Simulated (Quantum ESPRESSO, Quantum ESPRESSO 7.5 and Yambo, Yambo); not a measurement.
**BeTe (F-43m): G0W0 with Yambo, start to end**

How does a plane-wave GW calculation on BeTe (F-43m) run from the first input to the gap?

Method: PBE and many-body steps on it, plane waves, in Quantum ESPRESSO 7.5 and Yambo 5.3.0.

Most raw output is cut from this account.

The database entry behind the starting cell differs from later determinations by our own check (an axis about 1.5 % short against later determinations), so it need not match the best structure at ambient conditions.

### Step 1. Starting point

It takes space group F-43m (No. 216, cubic). The conventional cell has a = 5.540 Å, b = 5.540 Å, c = 5.540 Å, α = 90.00°, β = 90.00°, γ = 90.00°. Nearest to Be lie 4 Te at 2.40 Å. Nearest to Te lie 4 Be at 2.40 Å. Farther neighbours and most contacts between anions are not listed.

The cell and positions come from the Crystallography Open Database and are kept as given unless a step says otherwise.

### Step 2. Ground state

This step: Quantum ESPRESSO 7.5; DFT, PBE with spin-orbit coupling, plane waves, norm-conserving pseudopotentials.

The ground-state density comes first.

pw.in

```
&control
  calculation = 'scf'
  prefix = 'x'
  outdir = 'o'
  pseudo_dir = 'pseudo'
/
&system
  ibrav = 0
  nat = 2
  ntyp = 2
  ecutwfc = 88.0
  nbnd = 38
  force_symmorphic = .true.
  noncolin = .true.
  lspinorb = .true.
/
&electrons
  conv_thr = 1e-10
  electron_maxstep = 80
  mixing_beta = 0.5
/
ATOMIC_SPECIES
  Be 9.012 Be.upf
  Te 127.6 Te.upf
CELL_PARAMETERS angstrom
  0.0000000000 2.7700000000 2.7700000000
  2.7700000000 0.0000000000 2.7700000000
  2.7700000000 2.7700000000 -0.0000000000
ATOMIC_POSITIONS crystal
  Be 0.0000000000 0.0000000000 0.0000000000
  Te 0.2500000000 0.2500000000 0.2500000000
K_POINTS automatic
  6 6 6 0 0 0
```

On the command line:

```sh
OMP_NUM_THREADS=1 mpirun -n 4 pw.x -nk 4 -in pw.in > pw.out
```

Wall time 24 s (4 MPI ranks of Arm Neoverse V1, shared host); peak memory 0.49 GiB.

This step gave:

- total energy: -8029.8454 eV
- gap: 1.565 eV
- k of the valence top: 0, 0, 0
- k of the conduction bottom: 0, -0.5, -0.5
- least direct gap: 3.259 eV

The gap is indirect, with the least direct gap 1.69 eV higher.

### Step 3. Bands along the symmetry lines

The cheap functional maps the bands first; the places of the edges decide which points the dearer methods must see.

pw.in

```
&control
  calculation = 'bands'
  prefix = 'x'
  outdir = 'o'
  pseudo_dir = 'pseudo'
/
&system
  ibrav = 0
  nat = 2
  ntyp = 2
  ecutwfc = 88.0
  nbnd = 40
  force_symmorphic = .true.
  noncolin = .true.
  lspinorb = .true.
/
&electrons
  conv_thr = 1e-9
  electron_maxstep = 80
  diago_full_acc = .true.
  diago_thr_init = 5e-6
/
ATOMIC_SPECIES
  Be 9.012 Be.upf
  Te 127.6 Te.upf
CELL_PARAMETERS angstrom
  0.0000000000 2.7700000000 2.7700000000
  2.7700000000 0.0000000000 2.7700000000
  2.7700000000 2.7700000000 -0.0000000000
ATOMIC_POSITIONS crystal
  Be 0.0000000000 0.0000000000 0.0000000000
  Te 0.2500000000 0.2500000000 0.2500000000
K_POINTS crystal
  50
  0.00000000 0.00000000 0.00000000 1
  -0.06250000 -0.06250000 0.00000000 1
  -0.12500000 -0.12500000 0.00000000 1
  -0.18750000 -0.18750000 0.00000000 1
  -0.25000000 -0.25000000 0.00000000 1
  -0.31250000 -0.31250000 0.00000000 1
  -0.37500000 -0.37500000 0.00000000 1
  -0.43750000 -0.43750000 0.00000000 1
  -0.50000000 -0.50000000 0.00000000 1
  -0.48437500 -0.48437500 0.03125000 1
  -0.46875000 -0.46875000 0.06250000 1
  -0.45312500 -0.45312500 0.09375000 1
  -0.43750000 -0.43750000 0.12500000 1
  -0.42187500 -0.42187500 0.15625000 1
  -0.40625000 -0.40625000 0.18750000 1
  -0.39062500 -0.39062500 0.21875000 1
  -0.37500000 -0.37500000 0.25000000 1
  -0.37500000 0.00000000 0.37500000 1
  -0.32812500 0.00000000 0.32812500 1
  -0.28125000 0.00000000 0.28125000 1
  -0.23437500 0.00000000 0.23437500 1
  -0.18750000 0.00000000 0.18750000 1
  -0.14062500 0.00000000 0.14062500 1
  -0.09375000 0.00000000 0.09375000 1
  -0.04687500 0.00000000 0.04687500 1
  0.00000000 0.00000000 0.00000000 1
  0.00000000 0.00000000 0.06250000 1
  0.00000000 0.00000000 0.12500000 1
  0.00000000 0.00000000 0.18750000 1
  0.00000000 0.00000000 0.25000000 1
  0.00000000 0.00000000 0.31250000 1
  0.00000000 0.00000000 0.37500000 1
  0.00000000 0.00000000 0.43750000 1
  -0.00000000 -0.00000000 0.50000000 1
  -0.06250000 -0.03125000 0.46875000 1
  -0.12500000 -0.06250000 0.43750000 1
  -0.18750000 -0.09375000 0.40625000 1
  -0.25000000 -0.12500000 0.37500000 1
  -0.31250000 -0.15625000 0.34375000 1
  -0.37500000 -0.18750000 0.31250000 1
  -0.43750000 -0.21875000 0.28125000 1
  -0.50000000 -0.25000000 0.25000000 1
  -0.50000000 -0.28125000 0.21875000 1
  -0.50000000 -0.31250000 0.18750000 1
  -0.50000000 -0.34375000 0.15625000 1
  -0.50000000 -0.37500000 0.12500000 1
  -0.50000000 -0.40625000 0.09375000 1
  -0.50000000 -0.43750000 0.06250000 1
  -0.50000000 -0.46875000 0.03125000 1
  -0.50000000 -0.50000000 0.00000000 1
```

It took 19 s on 4 MPI ranks; peak memory 0.35 GiB.

Numbers from this step:

* gap: 1.565 eV
* k of the valence top: 0, 0, 0
* k of the conduction bottom: -0.5, -0.5, 0
* least direct gap: 3.259 eV

The gap is 1.565 eV, as in the run before at this level.

The electronic bands at the labelled points (eV, zero at the top of the highest filled band):

```
    point  band 25  band 26  band 27  band 28  band 29  band 30  band 31  band 32
        Γ     0.00     0.00     0.00     0.00     3.26     3.26     3.33     3.33
  halfway    -2.27    -2.27    -1.89    -1.89     2.25     2.25     4.15     4.15
        X    -3.33    -3.33    -2.93    -2.93     1.57     1.57     2.32     2.32
  halfway    -3.77    -3.65    -2.97    -2.96     1.92     1.93     2.99     3.06
        U    -4.60    -4.32    -2.68    -2.67     2.33     2.36     4.99     5.08
jump to K    -4.60    -4.32    -2.68    -2.67     2.33     2.36     4.99     5.08
  halfway    -2.81    -2.67    -1.01    -0.99     3.86     3.88     4.39     4.41
        Γ     0.00     0.00     0.00     0.00     3.26     3.26     3.33     3.33
  halfway    -1.29    -1.29    -0.77    -0.77     3.16     3.16     4.17     4.17
        L    -1.78    -1.78    -1.27    -1.27     2.94     2.94     4.27     4.27
  halfway    -3.48    -3.33    -2.37    -2.27     3.90     3.93     4.11     4.25
        W    -4.54    -4.08    -3.72    -3.67     4.99     5.02     5.25     5.27
  halfway    -3.83    -3.65    -3.37    -3.34     2.67     2.67     3.30     3.37
        X    -3.33    -3.33    -2.93    -2.93     1.57     1.57     2.32     2.32
```

### Step 4. Empty states on the mesh, 4×4×4 mesh, 152 bands

The sums over transitions need many empty states on a uniform mesh; this step solves for them.

pw.in

```
&control
  calculation = 'nscf'
  prefix = 'x'
  outdir = 'o'
  pseudo_dir = 'pseudo'
/
&system
  ibrav = 0
  nat = 2
  ntyp = 2
  ecutwfc = 88.0
  nbnd = 152
  force_symmorphic = .true.
  noncolin = .true.
  lspinorb = .true.
/
&electrons
  conv_thr = 1e-9
  electron_maxstep = 80
  diago_full_acc = .true.
  diago_thr_init = 5e-6
/
ATOMIC_SPECIES
  Be 9.012 Be.upf
  Te 127.6 Te.upf
CELL_PARAMETERS angstrom
  0.0000000000 2.7700000000 2.7700000000
  2.7700000000 0.0000000000 2.7700000000
  2.7700000000 2.7700000000 -0.0000000000
ATOMIC_POSITIONS crystal
  Be 0.0000000000 0.0000000000 0.0000000000
  Te 0.2500000000 0.2500000000 0.2500000000
K_POINTS automatic
  4 4 4 0 0 0
```

Wall time 23 s (4 MPI ranks); peak memory 0.63 GiB.

Numbers from this step:

| Property | Result |
| --- | --- |
| gap | 1.565 eV |
| k of the valence top | 0, 0, 0 |
| k of the conduction bottom | 0, -0.5, -0.5 |
| least direct gap | 3.259 eV |
| k points computed | 8 |
| lowest point of the top converged band, above the valence top | 64.1555 eV |

On this mesh the gap is 1.565 eV.

### Step 5. Conversion and set-up

This step: Yambo 5.3.0; conversion and set-up on PBE with spin-orbit coupling, plane waves, norm-conserving pseudopotentials.

The states are converted to the many-body program's format and the q mesh is built.

On the command line:

```sh
(cd o/x.save; p2y > p2y.log; mv SAVE ../..); yambo > setup.log
```

The job ended after 2.9 s (1 MPI rank; peak memory 0.25 GiB).

### Step 6. Screening and self-energy, 4×4×4 mesh, 152 bands, screening to 149.7 eV

G0W0 replaces the xc potential by the self-energy, built once from these orbitals. Only a window of levels is corrected, while the sums run over the empty bands that the input names.

This step: G0W0 on PBE with spin-orbit coupling, plane waves, norm-conserving pseudopotentials.

gw1.in

```
HF_and_locXC
gw0
dyson
ppa
em1d
rim_cut
RandQpts= 1000000
RandGvec= 1 RL
EXXRLvcs= 88 Ry
VXCRLvcs= 352 Ry
Chimod= "HARTREE"
% BndsRnXp
 1 | 152 |
%
NGsBlkXp= 11 Ry
% LongDrXp
 1 | 1 | 1 |
%
% GbndRnge
 1 | 152 |
%
DysSolver= "n"
ExtendOut
PPAPntXp= 27.21138 eV
% QPkrange
 1 | 8 | 23 | 34 |
%
```

On the command line:

```sh
OMP_NUM_THREADS=1 mpirun -n 4 yambo -F gw1.in -J gw1 -C gw1 > gw1.log
```

The job ended after 11 min (4 MPI ranks; peak memory 3.4 GiB).

Numbers from this step:

- G0W0 gap on the mesh: 2.242 eV
- starting gap on the mesh: 1.565 eV
- k of the valence top: 0, 0, 0
- k of the conduction bottom: 0, -0.5, -0.5
- least direct G0W0 gap on the computed points: 4.214 eV
- Z at the valence top: 0.8105
- Z at the conduction bottom: 0.8197

The gap on the mesh goes from 1.57 eV to 2.24 eV, a correction of +0.68 eV.

Limits: finite bands, cutoff and mesh; coarse k mesh. v1 is the top filled band, c1 the lowest empty one. Levels before and after the correction, in eV, zero at the valence-band top of each column:

```
           conduction bottom  valence top
Kohn-Sham               1.57         0.00
     G0W0               2.24         0.00
```

```
                         level  energy (eV)
Kohn-Sham              Γ v3-v1        0.000
Kohn-Sham              Γ c1-c2        3.259
Kohn-Sham                 Γ c3        3.325
Kohn-Sham     (0 -0.5 -0.5) v3       -3.326
Kohn-Sham  (0 -0.5 -0.5) v2-v1       -2.927
Kohn-Sham  (0 -0.5 -0.5) c1-c2        1.565
Kohn-Sham     (0 -0.5 -0.5) c3        2.320
     G0W0              Γ v3-v1        0.000
     G0W0              Γ c1-c2        4.214
     G0W0                 Γ c3        4.285
     G0W0     (0 -0.5 -0.5) v3       -3.572
     G0W0  (0 -0.5 -0.5) v2-v1       -3.173
     G0W0  (0 -0.5 -0.5) c1-c2        2.242
     G0W0     (0 -0.5 -0.5) c3        3.086
```

### Step 7. Where the time went

Times are wall times on the hardware named with each run, good to a factor of about two.

```
                          step    time  share  memory (GiB)
                  ground state    24 s    3 %          0.49
bands along the symmetry lines    19 s    3 %          0.35
      empty states on the mesh    23 s    3 %          0.63
         conversion and set-up   2.9 s    0 %          0.25
     screening and self-energy  11 min   91 %           3.4
```

### Step 8. What came out

```yaml
pbe_gap: 1.57 eV, indirect
g0w0_gap_on_the_mesh: 2.24 eV
gw_settings: 4×4×4 mesh, 152 bands, screening to 149.7 eV, Godby-Needs plasmon pole
known_limits: not at the basis limit; coarse k mesh
```

In words: G0W0 moves the gap on the mesh from 1.57 eV to 2.24 eV (+0.68 eV), with Z of 0.81 and 0.82 at the edges. The dearest step here is «screening and self-energy». Bands and cutoff are finite, so the gap is not at the basis limit. The miss can reach some tenths of an eV and take either sign; the mesh is an error of its own. The 4×4×4 mesh is coarse for this cell, which bears on the long-range parts of exchange and screening.

[Paths, hosts, dates, memory and timing lines, banners, echoed tables and standing remarks are left out of the program output.]

[Logs are printed without paths, hosts, clocks, repeated set-up lines and the standing remarks that a program may print on its own settings, such as how far it seeks lower states.]

[Runs of the session that timed out or met a known fault of the program may be left out.]

[Hosts, paths, dates, database ids (printed as entryN), source tags and the programs' standing remarks are cut or masked in the printed files.]
